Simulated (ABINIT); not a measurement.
# ZnS (Wurtzite-2H) (P6_3mc) in ABINIT: band structure with PBE

Aim: the band structure of ZnS (Wurtzite-2H) with PBE.

Everything below comes from runs of ABINIT 10.8.3 (patched build). Logs are shortened: lines on timing, memory, paths and dates and some standing lists are left out, and cuts for length are marked. The log counts tension as positive stress, the text compression.

**What was measured.**

From a printed reference work, monograph, for a bulk crystal of ZnS at 4 K: band gap 3.911 eV (direct).

How close the calculation comes is told below.

### Step 1. Starting point

Symmetry: P6_3mc, No. 186, hexagonal system. Conventional cell: a = 3.811 Å, b = 3.811 Å, c = 6.234 Å, α = 90.00°, β = 90.00°, γ = 120.00°. Around Zn (site symmetry 3m) lie 4 S at 2.31 to 2.40 Å. S (site symmetry 3m) has 4 Zn at 2.31 to 2.40 Å as nearest neighbours.

### Step 2. Band structure, PBE

The input, run.abi:

```
# Datasets: ground state, then fixed potential
ndtset 2

# Pseudopotentials
pp_dirpath "./"
pseudos "Zn.GGA_PBE-JTH.xml, S.GGA_PBE-JTH.xml"

# Structure
acell 3*1.0 Angstrom
rprim
     3.8110000000     0.0000000000     0.0000000000
    -1.9055000000     3.3004228138     0.0000000000
     0.0000000000     0.0000000000     6.2340000000
ntypat 2
znucl 30 16
natom 4
typat 1 1 2 2
xred
     0.6666666667     0.3333333333     0.5000000000
     0.3333333333     0.6666666667     0.0000000000
     0.6666666667     0.3333333333     0.8850000000
     0.3333333333     0.6666666667     0.3850000000

# Plane-wave basis
ecut 22.0
pawecutdg 44.0
pawxcdev 0

# Exchange and correlation
ixc 11

# Bands and occupations
occopt 3
tsmear 0.05 eV

# SCF cycle
nstep 100

# Output
iomode 3
prtwf 0
prteig 0
prtebands 0
prtden1 1

# Dataset 1
kptopt1 1
ngkpt1 6 6 4
nshiftk1 1
shiftk1 0.0 0.0 0.0
nband1 22
tolvrs1 1.0e-9

# Dataset 2: bands along G-M-K-G-A-L-H-A
iscf2 -2
getden2 1
nband2 28
nbdbuf2 4
tolwfr2 1.0e-11
kptopt2 -7
ndivsm2 6
prteig2 1
kptbounds2
     0.0000000000     0.0000000000     0.0000000000
     0.5000000000     0.0000000000     0.0000000000
     0.3333333333     0.3333333333     0.0000000000
     0.0000000000     0.0000000000     0.0000000000
     0.0000000000     0.0000000000     0.5000000000
     0.5000000000     0.0000000000     0.5000000000
     0.3333333333     0.3333333333     0.5000000000
     0.0000000000     0.0000000000     0.5000000000
```

Potentials or basis: JTH PAW PBE v2.0.

On the command line:

```bash
$ abinit run.abi > log 2>&1
```

run.abo:

```text
.Version 10.8.3 of ABINIT
 DATASET    1 : space group P6_3 m c (#186); Bravais hP (primitive hexag.)
================================================================================
 Values of the parameters that define the memory need for DATASET  1.
     intxc =       0    ionmov =       0      iscf =      17    lmnmax =      18
     lnmax =       6     mgfft =      50  mpssoang =       3    mqgrid =    3518
     natom =       4  nloc_mem =       2    nspden =       1   nspinor =       1
    nsppol =       1      nsym =      12    n1xccc =       1    ntypat =       2
    occopt =       3   xclevel =       2
       mpw =        2635          nfft =       51200          nkpt =          21
 PAW method is used; the additional fine FFT grid is defined by:
   mgfftf=        72    nfftf =    145800
================================================================================
================================================================================

 DATASET    2 : space group P6_3 m c (#186); Bravais hP (primitive hexag.)
================================================================================
 Values of the parameters that define the memory need for DATASET  2.
     intxc =       0    ionmov =       0      iscf =      -2    lmnmax =      18
     lnmax =       6     mgfft =      50  mpssoang =       3    mqgrid =    3518
     natom =       4  nloc_mem =       2    nspden =       1   nspinor =       1
    nsppol =       1      nsym =      12    n1xccc =       1    ntypat =       2
    occopt =       3   xclevel =       2
       mpw =        2635          nfft =       51200          nkpt =          69
 PAW method is used; the additional fine FFT grid is defined by:
   mgfftf=        72    nfftf =    145800
================================================================================
================================================================================

--------------------------------------------------------------------------------
------------- Echo of variables that govern the present computation ------------
--------------------------------------------------------------------------------
 -outvars: echo values of preprocessed input variables --------
            acell      1.8897261259E+00  1.8897261259E+00  1.8897261259E+00 Bohr
              amu      6.53900000E+01  3.20660000E+01
             ecut      2.20000000E+01 Hartree
           getden1          0
           getden2          1
             iscf1         17
             iscf2         -2
                       outvar_i_n : Printing only first  50 k-points.
              ixc          11
           jdtset        1    2
                       outvar_i_n : Printing only first  50 k-points.
           kptopt1          1
           kptopt2         -7
         kptrlatt        6    0    0      0    6    0      0    0    4
          kptrlen1     4.32104776E+01
          kptrlen2     3.00000000E+01
            natom           4
            nband1         22
            nband2         28
           nbdbuf1          0
           nbdbuf2          4
           ndtset           2
           ndivsm1          0
           ndivsm2          6
            ngfft          32      32      50
          ngfftdg          45      45      72
             nkpt1         21
             nkpt2         69
            nstep         100
             nsym          12
           ntypat           2
           occopt           3
        pawecutdg      4.40000000E+01 Hartree
         pawxcdev           0
        prtebands           0
           prteig1          0
           prteig2          1
            prtwf           0
            rprim      3.8110000000E+00  0.0000000000E+00  0.0000000000E+00
                      -1.9055000000E+00  3.3004228138E+00  0.0000000000E+00
                       0.0000000000E+00  0.0000000000E+00  6.2340000000E+00
           shiftk1     0.00000000E+00  0.00000000E+00  0.00000000E+00
           shiftk2     5.00000000E-01  5.00000000E-01  5.00000000E-01
          spgroup         186
           tolvrs1     1.00000000E-09
           tolvrs2     0.00000000E+00
           tolwfr1     0.00000000E+00
           tolwfr2     1.00000000E-11
           tsmear      1.83746611E-03 Hartree
            typat      1  1  2  2
           useylm           1
                       outvars : Printing only first  50 k-points.
           xangst      1.9055000000E+00  1.1001409379E+00  3.1170000000E+00
[... 271 lines left out ...]
         ecut(hartree)=     22.000   => boxcut(ratio)=   2.01015

 Fine grid specifications (used for densities):

 getcut: wavevector=  0.0000  0.0000  0.0000  ngfft=  45  45  72
         ecut(hartree)=     44.000   => boxcut(ratio)=   2.04608
--------------------------------------------------------------------------------

================================================================================
 Non-SCF case, kpt    1 (  0.00000  0.00000  0.00000), residuals and eigenvalues=
  3.23E-12  4.28E-12  6.27E-12  5.32E-12  8.07E-12  5.65E-12  2.37E-12  4.98E-12
  2.27E-12  7.34E-12  7.00E-12  3.52E-12  9.43E-12  6.12E-12  6.81E-12  4.13E-12
  2.70E-12  6.13E-12  1.36E-12  4.63E-12  3.63E-12  6.61E-12  6.41E-12  2.62E-12
  1.94E-11  5.11E-08  3.78E-09  3.53E-07
 -2.8720E-01 -2.5326E-01 -3.6184E-02 -3.6184E-02 -3.3811E-02 -3.3811E-02
 -3.3530E-02 -1.8550E-02 -1.8550E-02 -1.5608E-02 -1.5608E-02 -9.7503E-03
  7.9632E-03  1.6632E-01  1.6632E-01  1.9744E-01  1.9744E-01  1.9782E-01
  2.7998E-01  3.0750E-01  4.2838E-01  4.2838E-01  4.3953E-01  4.7647E-01
  4.7647E-01  5.3956E-01  5.6651E-01  5.6651E-01
 Non-SCF case, kpt    2 (  0.04545  0.00000  0.00000), residuals and eigenvalues=
[... 665 lines left out ...]
 -3.2354E-02 -3.2354E-02 -1.6880E-02 -1.6880E-02 -1.6865E-02 -1.6865E-02
  9.6284E-02  9.6284E-02  1.7765E-01  1.7765E-01  1.8017E-01  1.8017E-01
  3.3040E-01  3.3040E-01  4.3446E-01  4.3446E-01  4.4618E-01  4.4618E-01
  4.5549E-01  4.5549E-01  6.3034E-01  6.3198E-01
 Non-SCF case, kpt   69 (  0.00000  0.00000  0.50000), residuals and eigenvalues=
  2.74E-12  8.91E-12  4.41E-12  6.01E-12  8.78E-12  5.83E-12  9.58E-13  5.34E-12
  1.13E-12  3.58E-12  1.40E-12  6.76E-12  2.92E-12  4.93E-12  6.62E-12  7.83E-12
  5.51E-12  4.46E-12  5.62E-12  5.53E-12  3.36E-12  7.00E-12  5.53E-12  2.45E-12
  7.10E-12  3.35E-12  3.70E-06  5.27E-05
 -2.7166E-01 -2.7166E-01 -3.5251E-02 -3.5251E-02 -3.5251E-02 -3.5251E-02
 -3.2493E-02 -3.2493E-02 -1.6878E-02 -1.6878E-02 -1.6878E-02 -1.6878E-02
  9.6395E-02  9.6395E-02  1.8122E-01  1.8122E-01  1.8122E-01  1.8122E-01
  3.2642E-01  3.2642E-01  4.4408E-01  4.4408E-01  4.4408E-01  4.4408E-01
  4.4816E-01  4.4816E-01  6.3791E-01  6.3872E-01

--- !ResultsGS
iteration_state: {dtset: 2, }
comment   : Summary of ground state results
lattice_vectors:
- [  7.2017463,   0.0000000,   0.0000000, ]
- [ -3.6008731,   6.2368952,   0.0000000, ]
- [  0.0000000,   0.0000000,  11.7805527, ]
lattice_lengths: [   7.20175,    7.20175,   11.78055, ]
lattice_angles: [ 90.000,  90.000, 120.000, ] # degrees, (23, 13, 12)
lattice_volume:   5.2914163E+02
convergence: {deltae:  0.000E+00, res2:  0.000E+00, residm:  9.996E-12, diffor:  0.000E+00, }
etotal    :  -1.49389186E+02
entropy   :   0.00000000E+00
fermie    :   2.39877326E-01
cartesian_stress_tensor: null
pressure_GPa: null
xred      :
- [  6.6667E-01,   3.3333E-01,   5.0000E-01, Zn]
- [  3.3333E-01,   6.6667E-01,   0.0000E+00, Zn]
- [  6.6667E-01,   3.3333E-01,   8.8500E-01,  S]
- [  3.3333E-01,   6.6667E-01,   3.8500E-01,  S]
cartesian_forces: null
force_length_stats: {min: null, max: null, mean: null, }
...

 Integrated electronic density in atomic spheres:
 ------------------------------------------------
 Atom  Sphere_radius  Integrated_density
    1        2.30770         10.80051241
    2        2.30770         10.80051241
    3        1.90380          3.62439759
    4        1.90380          3.62439759

================================================================================

 ----iterations are completed or convergence reached----

 Mean square residual over all n,k,spin=   54.301E-13; max=  99.959E-13
 reduced coordinates (array xred) for    4 atoms
       0.666666666667      0.333333333333      0.500000000000
       0.333333333333      0.666666666667      0.000000000000
       0.666666666667      0.333333333333      0.885000000000
       0.333333333333      0.666666666667      0.385000000000

 cartesian coordinates (angstrom) at end:
    1      1.90550000000000     1.10014093793333     3.11700000000000
    2     -0.00000000000000     2.20028187586667     0.00000000000000
    3      1.90550000000000     1.10014093793333     5.51709000000000
    4     -0.00000000000000     2.20028187586667     2.40009000000000
 length scales=  1.889726125908  1.889726125908  1.889726125908 bohr
              =  1.000000000000  1.000000000000  1.000000000000 angstroms
 Eigenvalues (hartree) for nkpt=  69  k points:
 kpt#   1, nband= 28, wtk=  1.00000, kpt=  0.0000  0.0000  0.0000 (reduced coord)
  -0.28720   -0.25326   -0.03618   -0.03618   -0.03381   -0.03381   -0.03353   -0.01855
  -0.01855   -0.01561   -0.01561   -0.00975    0.00796    0.16632    0.16632    0.19744
   0.19744    0.19782    0.27998    0.30750    0.42838    0.42838    0.43953    0.47647
   0.47647    0.53956    0.56651    0.56651
 kpt#   2, nband= 28, wtk=  1.00000, kpt=  0.0455  0.0000  0.0000 (reduced coord)
  -0.28668   -0.25294   -0.03624   -0.03605   -0.03377   -0.03365   -0.03341   -0.01862
  -0.01856   -0.01608   -0.01559   -0.00932    0.00870    0.16159    0.16500    0.19175
   0.19671    0.19723    0.28526    0.31202    0.42540    0.43018    0.44134    0.47495
   0.47890    0.53607    0.55930    0.56444
 kpt#   3, nband= 28, wtk=  1.00000, kpt=  0.0909  0.0000  0.0000 (reduced coord)
  -0.28511   -0.25204   -0.03638   -0.03568   -0.03367   -0.03317   -0.03301   -0.01884
  -0.01860   -0.01708   -0.01552   -0.00847    0.01087    0.14916    0.16125    0.17802
   0.19453    0.19533    0.29768    0.32336    0.41874    0.43527    0.44544    0.47158
   0.48599    0.52552    0.54736    0.55972
 kpt#   4, nband= 28, wtk=  1.00000, kpt=  0.1364  0.0000  0.0000 (reduced coord)
  -0.28258   -0.25061   -0.03654   -0.03510   -0.03351   -0.03240   -0.03236   -0.01919
[... 314 lines left out ...]
  -0.26998   -0.26998   -0.03555   -0.03555   -0.03470   -0.03470   -0.03199   -0.03199
  -0.01689   -0.01689   -0.01682   -0.01682    0.09574    0.09574    0.16855    0.16855
   0.17704    0.17704    0.34069    0.34069    0.42243    0.42243    0.45218    0.45218
   0.46140    0.46140    0.62356    0.62507
 kpt#  68, nband= 28, wtk=  1.00000, kpt=  0.0256  0.0256  0.5000 (reduced coord)
  -0.27124   -0.27124   -0.03534   -0.03534   -0.03511   -0.03511   -0.03235   -0.03235
  -0.01688   -0.01688   -0.01687   -0.01687    0.09628    0.09628    0.17765    0.17765
   0.18017    0.18017    0.33040    0.33040    0.43446    0.43446    0.44618    0.44618
   0.45549    0.45549    0.63034    0.63198
 kpt#  69, nband= 28, wtk=  1.00000, kpt=  0.0000  0.0000  0.5000 (reduced coord)
  -0.27166   -0.27166   -0.03525   -0.03525   -0.03525   -0.03525   -0.03249   -0.03249
  -0.01688   -0.01688   -0.01688   -0.01688    0.09640    0.09640    0.18122    0.18122
   0.18122    0.18122    0.32642    0.32642    0.44408    0.44408    0.44408    0.44408
   0.44816    0.44816    0.63791    0.63872

== END DATASET(S) ==============================================================
================================================================================

 -outvars: echo values of variables after computation  --------
            acell      1.8897261259E+00  1.8897261259E+00  1.8897261259E+00 Bohr
           etotal1    -1.4938918601E+02
            fcart1    -7.4777564323E-29  8.6345693783E-29  6.1513953597E-03
                       2.2433269297E-28  8.6345693783E-29  6.1513953597E-03
                       7.4777564323E-29 -1.7269138757E-28 -6.1513953597E-03
                      -2.2433269297E-28  0.0000000000E+00 -6.1513953597E-03
            rprim      3.8110000000E+00  0.0000000000E+00  0.0000000000E+00
                      -1.9055000000E+00  3.3004228138E+00  0.0000000000E+00
                       0.0000000000E+00  0.0000000000E+00  6.2340000000E+00
           strten1    -9.4569422002E-05 -9.4569421963E-05 -2.5282439884E-05
                       0.0000000000E+00  0.0000000000E+00  0.0000000000E+00
           xangst      1.9055000000E+00  1.1001409379E+00  3.1170000000E+00
                      -1.2540273692E-16  2.2002818759E+00  0.0000000000E+00
                       1.9055000000E+00  1.1001409379E+00  5.5170900000E+00
                      -1.2540273692E-16  2.2002818759E+00  2.4000900000E+00
             xred      6.6666666667E-01  3.3333333333E-01  5.0000000000E-01
                       3.3333333333E-01  6.6666666667E-01  0.0000000000E+00
                       6.6666666667E-01  3.3333333333E-01  8.8500000000E-01
                       3.3333333333E-01  6.6666666667E-01  3.8500000000E-01
 Calculation completed.
```

Wall time 3.4 min (1 thread of Arm Neoverse V1, shared host); peak memory 0.18 GiB.

Results:

```
Free energy                                           : -4065.0868 eV
Pressure                                              : 2.1 GPa
Largest force                                         : 0.316 eV/Å
Band gap on the k mesh                                : 2.24 eV, direct
Band gap along the path                               : 2.24 eV, direct
Valence electrons inside the program's atomic spheres : Zn 10.80; S 3.62
```

Forces in eV/Å, atoms in the order of the input:
```
Zn   0.000  0.000  0.316
Zn   0.000  0.000  0.316
S    0.000  0.000 -0.316
S    0.000  0.000 -0.316
```

Levels at the corners of the path, in eV from the valence-band top:
| point | band 14 | band 15 | band 16 | band 17 | band 18 | band 19 | band 20 | band 21 | band 22 | band 23 |
| --- | --- | --- | --- | --- | --- | --- | --- | --- | --- | --- |
| Γ | -0.86 | -0.86 | -0.01 | -0.01 | 0.00 | 2.24 | 2.98 | 6.27 | 6.27 | 6.58 |
| M | -4.21 | -3.16 | -2.25 | -1.56 | -0.98 | 3.61 | 4.25 | 5.17 | 7.11 | 7.39 |
| K | -4.36 | -3.87 | -2.21 | -2.21 | -2.21 | 4.47 | 5.91 | 5.91 | 7.88 | 7.90 |
| Γ | -0.86 | -0.86 | -0.01 | -0.01 | 0.00 | 2.24 | 2.98 | 6.27 | 6.27 | 6.58 |
| A | -2.76 | -0.45 | -0.45 | -0.45 | -0.45 | 3.50 | 3.50 | 6.70 | 6.70 | 6.70 |
| L | -4.90 | -1.66 | -1.66 | -1.53 | -1.53 | 3.61 | 3.61 | 5.13 | 5.13 | 8.94 |
| H | -4.77 | -3.11 | -3.11 | -1.25 | -1.25 | 4.53 | 4.53 | 6.47 | 6.47 | 7.30 |
| A | -2.76 | -0.45 | -0.45 | -0.45 | -0.45 | 3.50 | 3.50 | 6.70 | 6.70 | 6.70 |

### Step 3. How close it comes

Step 2. A measured gap of ZnS is 3.911 eV (direct; 4 K; a printed reference work, monograph); the calculated 2.24 eV misses it by -1.68 eV. The value is that of PBE, without temperature or zero-point motion. Semilocal functionals fall short of measured gaps as a rule.
